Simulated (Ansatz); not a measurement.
## TaN/MgO/RuAl: conductance against the thickness of the layer

Wanted: T(E), the conductance and its decay constant for TaN/MgO/RuAl. The lower electrode is TaN rock salt(001), the upper one RuAl B2(001); the barrier is MgO rock salt(001) (non-polar). In the first transport cell, after relaxation, the nearest pair of electrode and barrier is N–Mg at 2.12 Å, along the normal, at the lower face and Ru–O at 2.23 Å, along the normal, at the upper one. All share a net of side 3.065 Å, which strains the lower electrode by -1.9 %, the upper one by +2.2 % and the barrier by +2.0 %, against typed lattice constants near PBE's. The first steps treat the bulk electrodes alone.

Main program and level: Ansatz 0.2.0; PBE DFT, plane waves, PAW files, in the first sound run; inputs show where later runs differ.

**1. Starting point**

The structure is tetragonal, space group I4/mmm (No. 139). Conventional cell: a = 3.065 Å, b = 3.065 Å, c = 4.480 Å, α = 90.00°, β = 90.00°, γ = 90.00°. Nearest to N lie 6 Ta at 2.17 to 2.24 Å. Nearest to Ta lie 6 N at 2.17 to 2.24 Å. Farther neighbours and most contacts between anions are not listed.

**2. Layer spacing of the electrode, 4 atoms, electrode TaN rock salt(001)**

The electrode is held to the junction's net and relaxed along the normal; its spacing is used for the ideal lead layers.

Input file input.yaml:

```yaml
crystal:
  lattice:
    - [3.065, 0.0, 0.0]
    - [0.0, 3.065, 0.0]
    - [0.0, 0.0, 4.4798048019]
  atoms:
    - { symbol: "N", position: [0.0, 0.0, 0.0] }
    - { symbol: Ta, position: [0.5, 0.5, 0.0] }
    - { symbol: "N", position: [0.5, 0.5, 0.5] }
    - { symbol: Ta, position: [0.0, 0.0, 0.5] }
kpoints:
  mp_grid: { grid: [12, 12, 7] }
scf:
  occupations: { method: fermi_dirac, width: 0.1 }
  max_iter: 150
hamiltonian:
  xc: pbe
relax:
  f_tol: 0.01
  max_steps: 40
  cell: { fix: [a, b, angles] }
```

Run with:

```console
ansatz run input.yaml --threads 4 --pin off --max-ram 12288MiB --backend cpu --events-out ev --progress --plain --runs-dir out
```

Numbers of over 12 decimals in the logs are rounded to 6 here.

What it wrote:

```text
Engine: ansatz 0.2.0, aarch64-unknown-linux-gnu
Pseudopotentials: kind: paw
Pseudopotential: N, paw, valence charge 5, recommended cutoff 420 eV (normal), N.paw.azcp
Pseudopotential: Ta, paw, valence charge 13, recommended cutoff 420 eV (normal), Ta.paw.azcp
Functional definition: PBE
  parameter kappa = 0.804
  parameter beta = 0.066725
  exchange = pbe_x(kappa = kappa, mu = beta*pi^2/3)
  correlation = pbe_c(beta = beta)
Crystal: 4 atoms, lattice volume = 42.084 Å³
Basis set: ecut = 420 eV, 815 PW (Γ), exchange–correlation on 48×48×60 points (8 copies of the dense FFT grid, shifted against one another)
Bands: 22, of which v1, the nominal top of the filled ones, is band 18 counted from 1 (17 counted from 0)
Symmetry: 32 space group operations
Space group: I4/mmm (ITA 139), of the structure as read, at distance tolerance 3.5e-5 Å
k-points: 112 of 1008
Non-local potential: N, projectors of the file, l = 0: 2, l = 1: 2, l = 2: 1
Non-local potential: Ta, projectors of the file, l = 0: 3, l = 1: 2, l = 2: 2, l = 3: 1
PAW form: soft (Blöchl's): semilocal exchange-correlation on the pseudo side does not see the compensation charge
PAW one-centre angular grid: N, 110 points (default); XC on 64 Gauss nodes
PAW one-centre angular grid: Ta, 590 points (default); XC on 64 Gauss nodes
Initial density: superposition of atomic densities (neutral atoms: chi_scale 0, normalization atom), corrected by the library's trained network
Initial wavefunctions: pseudopotential atomic-orbital guess
Functional: x = pbe(κ = 0.804, μ = 0.219515), c = pbe(β = 0.066725)
SCF iter   1: F=—  HF=-20635.785455 eV  |F-HF|=—  |Δ(HF+E_count)|=         —  Δρ=2.69e-3  dr2=2.37e-3  ethr=1.77e-3  ⟨swp⟩=5.4  Hψ=23297  notcnv=0  defer=7
automatic band count: the SCF goes on with 26 bands, as 22 were too few: the levels above may hold too much charge
preconditioner: auto → Kerker (q_TF=auto, 2.658 Å⁻¹)  [metal: Δε(μ)=0.016 eV  Ē_g=11.149 eV  σ=0.100 eV  W_gap=0.04  n_scr=14 (ndim 8)  ℏωp=25.6 eV  f_vac=0.000  D(μ)=1.65/eV (n_scr^D=14)]
SCF iter   2: F=—  HF=-20635.784837 eV  |F-HF|=—  |Δ(HF+E_count)|=   6.17e-4  Δρ=1.38e-3  dr2=5.96e-4  ethr=6.57e-6  ⟨swp⟩=2.0  Hψ=4599  notcnv=0  defer=3
SCF iter   3: F=—  HF=-20635.784925 eV  |F-HF|=—  |Δ(HF+E_count)|=   8.78e-5  Δρ=2.30e-4  dr2=1.73e-5  ethr=1.65e-6  ⟨swp⟩=2.4  Hψ=4222  notcnv=0  defer=3
SCF iter   4: F=—  HF=-20635.785060 eV  |F-HF|=—  |Δ(HF+E_count)|=   1.35e-4  Δρ=7.64e-5  dr2=1.12e-6  ethr=4.80e-8  ⟨swp⟩=2.3  Hψ=4429  notcnv=0  defer=3
iter 5 did not close the SCF: its close was put off for the readings that it lacked (scf_convergence_deferred on its scf_iter line)
SCF iter   5: F=-20635.785060 eV  HF=-20635.785060 eV  |F-HF|=6.54e-9  |Δ(HF+E_count)|=   1.33e-8  Δρ=7.04e-6  dr2=8.88e-9  ethr=3.11e-9  ⟨swp⟩=2.0  Hψ=4809  notcnv=0  defer=3
SCF iter   6: F=-20635.785060 eV  HF=-20635.785060 eV  |F-HF|=2.18e-10  |Δ(HF+E_count)|=   7.57e-9  Δρ=1.45e-6  dr2=4.48e-10  ethr=2.47e-11  ⟨swp⟩=2.0  Hψ=7885  notcnv=0
SCF 1 converged in 6 iterations: F = -20635.785060 eV  dr2 = 4.48e-10
  greatest PAW one-centre occupation: 0.999 electrons in one spin orbital (limit 2), on the Ta atom at site 3 (counted from 0), in its partial waves of l = 0
relax step   1: F+E_penalty+E_count = -20635.78505982 eV  Δ(F+E_penalty+E_count) = +0.000e0 eV  max|allowed force component| = 4.891e-29 eV/Å  Δτ_max = 0.0000 Å  P = +9.262 GPa  Ω = 42.084 Å³  fix = [a, b, alpha, beta, gamma]  reactions: a +15.698, b +15.698 GPa  (6 SCF iters, dr2 threshold 1.00e-7 eV, accepted)
Crystal: 4 atoms, lattice volume = 41.841 Å³
Bands: 26, of which v1, the nominal top of the filled ones, is band 18 counted from 1 (17 counted from 0)
Initial density: handed on by an earlier stage of this run
Initial wavefunctions: those handed on with the density
iter 1 solved again at ethr=1.99e-6 eV; its pass at ethr=3.10e-3 eV (dr2=7.18e-4 eV) is discarded
SCF iter   1: F=—  HF=-20635.788786 eV  |F-HF|=—  |Δ(HF+E_count)|=         —  Δρ=1.66e-3  dr2=7.83e-4  ethr=1.99e-6  ⟨swp⟩=2.0  Hψ=13839  notcnv=0
preconditioner: auto → Kerker (q_TF=auto, 2.661 Å⁻¹)  [metal: Δε(μ)=0.033 eV  Ē_g=11.219 eV  σ=0.100 eV  W_gap=0.08  n_scr=14 (ndim 8)  ℏωp=25.7 eV  f_vac=0.000  D(μ)=1.67/eV (n_scr^D=14)]
SCF iter   2: F=—  HF=-20635.788610 eV  |F-HF|=—  |Δ(HF+E_count)|=   1.76e-4  Δρ=8.36e-4  dr2=2.07e-4  ethr=1.99e-6  ⟨swp⟩=1.2  Hψ=2971  notcnv=0
SCF iter   3: F=—  HF=-20635.788702 eV  |F-HF|=—  |Δ(HF+E_count)|=   9.23e-5  Δρ=1.25e-4  dr2=6.71e-6  ethr=5.74e-7  ⟨swp⟩=2.4  Hψ=4068  notcnv=0
iter 4 did not close the SCF: its close was put off for the readings that it lacked (scf_convergence_deferred on its scf_iter line)
SCF iter   4: F=-20635.788701 eV  HF=-20635.788701 eV  |F-HF|=1.50e-9  |Δ(HF+E_count)|=   1.75e-6  Δρ=3.32e-5  dr2=1.54e-7  ethr=1.86e-8  ⟨swp⟩=2.3  Hψ=3946  notcnv=0
iter 5 did not close the SCF: its close was put off for the readings that it lacked (scf_convergence_deferred on its scf_iter line)
SCF iter   5: F=-20635.788701 eV  HF=-20635.788701 eV  |F-HF|=8.11e-10  |Δ(HF+E_count)|=   8.65e-9  Δρ=2.92e-6  dr2=1.54e-9  ethr=4.28e-10  ⟨swp⟩=2.1  Hψ=4152  notcnv=0
SCF iter   6: F=-20635.788701 eV  HF=-20635.788701 eV  |F-HF|=1.09e-11  |Δ(HF+E_count)|=  8.69e-10  Δρ=4.14e-7  dr2=4.65e-11  ethr=4.28e-12  ⟨swp⟩=1.0  Hψ=7641  notcnv=0
SCF 2 converged in 6 iterations: F = -20635.788701 eV  dr2 = 4.65e-11
relax step   2: F+E_penalty+E_count = -20635.78870065 eV  Δ(F+E_penalty+E_count) = -3.641e-3 eV  max|allowed force component| = 6.545e-30 eV/Å  Δτ_max = 0.0000 Å  P = +11.119 GPa  Ω = 41.841 Å³  energy of the carried Pulay correction = +7.499e-4 eV  fix = [a, b, alpha, beta, gamma]  reactions: a +16.741, b +16.741 GPa  (6 SCF iters, dr2 threshold 4.00e-7 eV, accepted)
Crystal: 4 atoms, lattice volume = 41.833 Å³
iter 1 solved again at ethr=2.27e-9 eV; its pass at ethr=3.10e-3 eV (dr2=8.19e-7 eV) is discarded
SCF iter   1: F=—  HF=-20635.788559 eV  |F-HF|=—  |Δ(HF+E_count)|=         —  Δρ=5.60e-5  dr2=9.24e-7  ethr=2.27e-9  ⟨swp⟩=2.0  Hψ=13308  notcnv=0
preconditioner: auto → Kerker (q_TF=auto, 2.661 Å⁻¹)  [metal: Δε(μ)=0.038 eV  Ē_g=11.217 eV  σ=0.100 eV  W_gap=0.10  n_scr=14 (ndim 8)  ℏωp=25.7 eV  f_vac=0.000  D(μ)=1.66/eV (n_scr^D=14)]
SCF iter   2: F=—  HF=-20635.788731 eV  |F-HF|=—  |Δ(HF+E_count)|=   1.71e-4  Δρ=3.40e-5  dr2=3.42e-7  ethr=2.27e-9  ⟨swp⟩=2.0  Hψ=4960  notcnv=0
iter 3 did not close the SCF: its close was put off for the readings that it lacked (scf_convergence_deferred on its scf_iter line)
SCF iter   3: F=-20635.788731 eV  HF=-20635.788731 eV  |F-HF|=3.69e-9  |Δ(HF+E_count)|=   1.09e-7  Δρ=8.59e-6  dr2=1.47e-8  ethr=9.49e-10  ⟨swp⟩=2.0  Hψ=3923  notcnv=0
iter 4 did not close the SCF: its close was put off for the readings that it lacked (scf_convergence_deferred on its scf_iter line)
SCF iter   4: F=-20635.788731 eV  HF=-20635.788731 eV  |F-HF|=3.64e-11  |Δ(HF+E_count)|=   1.55e-9  Δρ=3.65e-6  dr2=2.65e-9  ethr=4.07e-11  ⟨swp⟩=2.4  Hψ=3764  notcnv=0
iter 5 did not close the SCF: its close was put off for the readings that it lacked (scf_convergence_deferred on its scf_iter line)
SCF iter   5: F=-20635.788731 eV  HF=-20635.788731 eV  |F-HF|=2.18e-11  |Δ(HF+E_count)|=  5.38e-10  Δρ=7.46e-7  dr2=9.51e-11  ethr=7.36e-12  ⟨swp⟩=2.6  Hψ=4410  notcnv=0
SCF iter   6: F=-20635.788731 eV  HF=-20635.788731 eV  |F-HF|=7.28e-12  |Δ(HF+E_count)|=  3.27e-11  Δρ=9.95e-8  dr2=2.18e-12  ethr=1.00e-12  ⟨swp⟩=1.1  Hψ=6304  notcnv=0
SCF 3 converged in 6 iterations: F = -20635.788731 eV  dr2 = 2.18e-12
relax step   3: F+E_penalty+E_count = -20635.78873071 eV  Δ(F+E_penalty+E_count) = -3.006e-5 eV  max|allowed force component| = 4.294e-29 eV/Å  Δτ_max = 0.0000 Å  P = +11.188 GPa  Ω = 41.833 Å³  energy of the carried Pulay correction = +7.768e-4 eV  fix = [a, b, alpha, beta, gamma]  reactions: a +16.777, b +16.777 GPa  (6 SCF iters, dr2 threshold 3.89e-8 eV, accepted)
Initial wavefunctions: pseudopotential atomic-orbital guess (no wavefunctions were taken with the density)
iter 1 solved again at ethr=3.93e-8 eV; its pass at ethr=3.10e-3 eV (dr2=1.41e-5 eV) is discarded
SCF iter   1: F=—  HF=-20635.787805 eV  |F-HF|=—  |Δ(HF+E_count)|=         —  Δρ=4.58e-5  dr2=1.59e-7  ethr=3.93e-8  ⟨swp⟩=3.2  Hψ=20431  notcnv=0
preconditioner: auto → Kerker (q_TF=auto, 2.661 Å⁻¹)  [metal: Δε(μ)=0.039 eV  Ē_g=11.216 eV  σ=0.100 eV  W_gap=0.10  n_scr=14 (ndim 8)  ℏωp=25.7 eV  f_vac=0.000  D(μ)=1.66/eV (n_scr^D=14)]
SCF iter   2: F=—  HF=-20635.787976 eV  |F-HF|=—  |Δ(HF+E_count)|=   1.71e-4  Δρ=2.08e-5  dr2=2.14e-8  ethr=4.42e-10  ⟨swp⟩=2.6  Hψ=5194  notcnv=0
SCF iter   3: F=—  HF=-20635.787976 eV  |F-HF|=—  |Δ(HF+E_count)|=   4.80e-8  Δρ=7.47e-6  dr2=3.38e-9  ethr=5.94e-11  ⟨swp⟩=2.2  Hψ=3828  notcnv=0
SCF iter   4: F=—  HF=-20635.787976 eV  |F-HF|=—  |Δ(HF+E_count)|=   7.09e-9  Δρ=4.58e-7  dr2=5.16e-11  ethr=9.38e-12  ⟨swp⟩=2.1  Hψ=3980  notcnv=0
iter 5 did not close the SCF: its close was put off for the readings that it lacked (scf_convergence_deferred on its scf_iter line)
SCF iter   5: F=-20635.787976 eV  HF=-20635.787976 eV  |F-HF|=7.28e-12  |Δ(HF+E_count)|=  1.09e-11  Δρ=1.50e-7  dr2=3.30e-12  ethr=1.00e-12  ⟨swp⟩=1.0  Hψ=2912  notcnv=0
iter 6 did not close the SCF: its close was put off for the readings that it lacked (scf_convergence_deferred on its scf_iter line)
SCF iter   6: F=-20635.787976 eV  HF=-20635.787976 eV  |F-HF|=3.64e-12  |Δ(HF+E_count)|=  7.28e-12  Δρ=4.59e-8  dr2=5.89e-13  ethr=1.00e-12  ⟨swp⟩=1.0  Hψ=2912  notcnv=0
iter 7 did not close the SCF: its close was put off for the readings that it lacked (scf_convergence_deferred on its scf_iter line)
SCF iter   7: F=-20635.787976 eV  HF=-20635.787976 eV  |F-HF|=1.09e-11  |Δ(HF+E_count)|=    0.00e0  Δρ=2.05e-8  dr2=6.62e-14  ethr=1.00e-12  ⟨swp⟩=1.0  Hψ=2912  notcnv=0
iter 8 did not close the SCF: its close was put off for the readings that it lacked (scf_convergence_deferred on its scf_iter line)
SCF iter   8: F=-20635.787976 eV  HF=-20635.787976 eV  |F-HF|=0.00e0  |Δ(HF+E_count)|=  7.28e-12  Δρ=5.61e-9  dr2=8.08e-15  ethr=1.00e-12  ⟨swp⟩=1.0  Hψ=2912  notcnv=0
SCF iter   9: F=-20635.787976 eV  HF=-20635.787976 eV  |F-HF|=3.64e-12  |Δ(HF+E_count)|=    0.00e0  Δρ=9.09e-10  dr2=9.50e-17  ethr=1.00e-12  ⟨swp⟩=1.4  Hψ=6336  notcnv=0
SCF 4 converged in 9 iterations: F = -20635.787976 eV  dr2 = 9.50e-17
relax step   4: F+E_penalty+E_count = -20635.78797642 eV  Δ(F+E_penalty+E_count) = +7.543e-4 eV  max|allowed force component| = 4.468e-29 eV/Å  Δτ_max = 0.0000 Å  P = +11.159 GPa  Ω = 41.833 Å³  fix = [a, b, alpha, beta, gamma]  reactions: a +16.758, b +16.758 GPa  stress off target by 3.97e-2 GPa on what of the cell is left free  SCF on the basis re-selected at this cell (its energy is not comparable with the rows above)  (9 SCF iters)
basis re-selected at this cell: Δ(F+E_penalty+E_count) = +7.543e-4 eV, ΔP = -0.029 GPa vs the last step (what re-selecting the basis moved, of the pressure what is left beyond the Pulay correction that the steps carried, after the strain that the cell walked since its last selection, with what the two solves' SCF thresholds leave and, on support functions, any second-order correction that the steps lacked; it is no m [...]
SCF converged after 9 iterations
Free energy (F): -20635.787976 eV
Harris-Foulkes:  -20635.787976 eV  (|F-HF|=3.64e-12)
Internal energy: -20635.734338 eV  (E = F + TS)
E sigma→0 (E₀):  -20635.761157 eV
Entropy (-TS):   -0.053639 eV (-13.410 meV/atom)
Fermi energy:    22.085428 eV
--- Per-component energies (eV) ---
  E_band       = -75.577092
  E_kinetic    = 1005.581892
  E_local      = -1145.442740  (includes V_loc(G=0)·N_el)
  E_nonlocal   = 120.617867
  E_hartree    = 388.219883
  E_xc         = -561.306102
  E_vxc        = -566.696788  (∫ρ·V_xc dr)
  E_paw        = -17049.200746  (= ΣΔE_a)
  E_vpaw       = -266.077590  (= ΣTr[D̂ρ^β])
  E_aug_tail   = 0.000501  (compensation charges beyond the density's cutoff)
  E_ewald      = -3394.204893
  E_smearing   = -0.053639  (= −TS)
  E_closure    = 0.000000  (closes the sum)
  Σ components = -20635.787976   (vs F -20635.787976, Δ=0.00e0)
--- Forces (eV/Å), atoms counted from 1 ---
  atom   1  N     -0.00000000    -0.00000000     0.00000000
  atom   2  Ta    -0.00000000    -0.00000000     0.00000000
  atom   3  N     -0.00000000    -0.00000000    -0.00000000
  atom   4  Ta    -0.00000000    -0.00000000    -0.00000000
  max |Σ_I F_I| component: 3.19e-28 eV/Å
--- Stress (GPa, compression-positive) ---
       16.758150       0.000000       0.000000
        0.000000      16.758150       0.000000
        0.000000       0.000000      -0.039748
  P = ⅓ Tr σ = 11.1589 GPa (111.589 kbar)
--- Relaxed structure (3 steps of the walk, 3 accepted, 1 SCFs on fresh bases) ---
  F+E_penalty+E_count = -20635.78797642 eV   max|allowed force component| = 4.468e-29 eV/Å   (the final SCF, on the basis selected at the relaxed cell)
  cell:  # Å, volume = 41.8326 Å³
    - [3.065, 0.0, 0.0]
    - [0.0, 3.065, 0.0]
    - [0.0, 0.0, 4.453014]
  atoms:
    - { symbol: N, position: [0, 0, 0] }
    - { symbol: Ta, position: [0.5, 0.5, 0] }
    - { symbol: N, position: [0.5, 0.5, 0.500000] }
    - { symbol: Ta, position: [0, 0, 0.500000] }
```

Wall time 6.3 s (4 threads of Arm Neoverse V1, shared host); peak memory 0.41 GiB.

Relaxation path:

```csv
step,energy less that of the first step (eV),largest force component (eV/Å),pressure (GPa),volume (Å³)
1,0.0000,0.0000,9.26,42.08
2,-0.0036,0.0000,11.12,41.84
3,-0.0037,0.0000,11.19,41.83
4*,-0.0029,0.0000,11.16,41.83
```

Relaxation steps marked * repeat the geometry before them on a plane-wave basis chosen anew for their cell, so energy and pressure can jump there.

Forces are held to the 32 operations that the run works with; a distortion that breaks them can't arise in this run.

```csv
"conventional cell, symmetrised",before,after,change
a (Å),3.065,3.065,+0.0 %
b (Å),3.065,3.065,+0.0 %
c (Å),4.480,4.453,-0.6 %
volume (Å³/atom),10.52,10.46,-0.6 %
```

Final coordinates:

```xyz
4
Lattice="3.0650 0.0000 0.0000 0.0000 3.0650 0.0000 0.0000 0.0000 4.4530" Properties=species:S:1:pos:R:3 pbc="T T T"
N     0.0000    0.0000    0.0000
Ta    1.5325    1.5325    0.0000
N     1.5325    1.5325    2.2265
Ta    0.0000    0.0000    2.2265
```

This step gave:

```yaml
free_energy: -20635.7880 eV
fermi_energy: 22.09 eV
pressure: 11.16 GPa
```

(Part 1 of 6 ends here.)

[Logs are printed without paths, hosts, clocks, repeated set-up lines and the standing remarks that a program may print on its own settings, such as how far it seeks lower states.]

[Hosts, paths, dates, database ids (printed as entryN), source tags and the programs' standing remarks are cut or masked in the printed files.]
